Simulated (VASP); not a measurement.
# PtSe₂: kinetic-energy density

PtSe₂, P-3m1 (no. 164), 3 atoms in the cell. PBE; PAW potentials Pt, Se (PBE set).

## Input

INCAR:
```
PREC = Accurate
ENCUT = 520
EDIFF = 1E-7
ISMEAR = 0
SIGMA = 0.02
LREAL = False
LASPH = True
ALGO = Normal
NELM = 100
ISIF = 2
LWAVE = False
LCHARG = True
LTAU = True
```

KPOINTS:
```
k-points
0
Gamma
  7 7 5
```

POSCAR:
```
PtSe2
1.0
    3.7240000000      0.0000000000      0.0000000000
   -1.8620000000      3.2250786037      0.0000000000
    0.0000000000      0.0000000000      5.0620000000
Pt Se
1 2
Direct
    0.0000000000      0.0000000000      0.0000000000
    0.6666666667      0.3333333333      0.7500000000
    0.3333333333      0.6666666667      0.2500000000
```

Commands:
```
cat potpaw_PBE.64/Pt/POTCAR potpaw_PBE.64/Se/POTCAR > POTCAR
mpirun -np 1 vasp_std > vasp.out
```

## Result

- Kinetic energy of the pseudo orbitals (eV): 429.83

VASP 6.6.1 took 17 s on 1 core (AMD EPYC 9R45 (Zen 5)), a shared host.
